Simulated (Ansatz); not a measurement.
Li (9R): energy against volume

Computed with Ansatz, DFT, RPBE, plane waves (420 eV) with PAW, scalar-relativistic. (PAW data from PBE, frozen cores regenerated.)

The cell is scaled uniformly from the relaxed one, with fractional coordinates and shape fixed. Energies are extrapolated to zero smearing, pressures are those at the given smearing. Magnetic state: spin not included.

A Birch-Murnaghan fit gives V₀ = 21.05 Å³/atom, B₀ = 13.2 GPa, B₀′ = 3.3.

Problem. What are the energy above the minimum and the pressure at 18.531 Å³/atom?

Solution. 14.9 meV/atom and 2.10 GPa as computed.

Problem. What are the energy above the minimum and the pressure at 22.742 Å³/atom?

Solution. 5.0 meV/atom and -0.88 GPa as computed.

Problem. What are the energy above the minimum and the pressure at 23.585 Å³/atom?

Solution. 10.7 meV/atom and -1.23 GPa as computed.
